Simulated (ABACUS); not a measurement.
A run of ABACUS 3.10.1 is set up as follows.

The input INPUT:

```
INPUT_PARAMETERS
suffix              GaN
calculation         nscf
basis_type          pw
pseudo_dir          ./
symmetry            -1
dft_functional      pbesol
ecutwfc             84.0
pseudo_rcut         10
nspin               1
nbands              19
ks_solver           dav
smearing_method     fd
smearing_sigma      0.00367493
scf_thr             1e-08
scf_nmax            100
mixing_type         broyden
mixing_beta         0.7
init_chg            file
pw_diag_thr         1e-07
out_band            1
kpar                4
```

Contents of STRU:

```
ATOMIC_SPECIES
Ga 69.7230 Ga.upf
N 14.0070 N.upf

LATTICE_CONSTANT
1.8897261246

LATTICE_VECTORS
0.0000000000 2.2535006075 2.2535006075
2.2535006075 0.0000000000 2.2535006075
2.2535006075 2.2535006075 0.0000000000

ATOMIC_POSITIONS
Direct

Ga
0.0
1
0.0000000000 0.0000000000 0.0000000000 1 1 1

N
0.0
1
0.2500000000 0.2500000000 0.2500000000 1 1 1
```

File KPT:

```
K_POINTS
12
Line
0.00000000 0.00000000 0.00000000 10 // G
0.50000000 0.00000000 0.50000000 10 // X
0.50000000 0.25000000 0.75000000 10 // W
0.37500000 0.37500000 0.75000000 10 // K
0.00000000 0.00000000 0.00000000 10 // G
0.50000000 0.50000000 0.50000000 10 // L
0.62500000 0.25000000 0.62500000 10 // U
0.50000000 0.25000000 0.75000000 10 // W
0.50000000 0.50000000 0.50000000 10 // L
0.37500000 0.37500000 0.75000000 1 // K
0.62500000 0.25000000 0.62500000 10 // U
0.50000000 0.00000000 0.50000000 1 // X
```

Potentials or basis: PseudoDojo NC SR 0.4.1 PBEsol standard, plane waves.

Run with:

```console
$ OMP_NUM_THREADS=1 mpirun -np 4 abacus > log
```

Q: Predict the band gap along the path.

A: 1.70 eV, direct.

Levels at the corners of the path, in eV from the Fermi level:
```
point  band 7  band 8  band 9  band 10  band 11  band 12
    Γ   -0.88   -0.88   -0.88     0.82     9.36     9.36
    X   -7.06   -3.61   -3.61     2.37     5.70    10.70
    W   -6.62   -4.62   -4.57     5.25     7.48     9.32
    K   -6.79   -5.19   -3.07     4.02     6.94    10.06
    Γ   -0.88   -0.88   -0.88     0.82     9.36     9.36
    L   -7.98   -1.86   -1.86     3.70     7.75     9.41
    U   -6.79   -5.19   -3.07     4.02     6.94    10.06
    W   -6.62   -4.62   -4.57     5.25     7.48     9.32
    L   -7.98   -1.86   -1.86     3.70     7.75     9.41
    K   -6.79   -5.19   -3.07     4.02     6.94    10.06
    U   -6.79   -5.19   -3.07     4.02     6.94    10.06
    X   -7.06   -3.61   -3.61     2.37     5.70    10.70
```

Caveat: the density is read from an earlier self-consistent run, whose mesh may be coarse.

**Experimental background.**

A printed reference work, textbook reports, for a bulk crystal of GaN at 0 K: band gap 3.299 eV (direct).

Against the measured gap of GaN, 3.299 eV (direct; 0 K; a printed reference work, textbook), the calculated 1.70 eV is off by -1.59 eV. Spin-orbit coupling on Ga is left out. The value is that of PBEsol, without temperature or zero-point motion. Semilocal functionals fall short of measured gaps as a rule. The cell is a database's relaxed one, not the measured one, which moves gaps too.
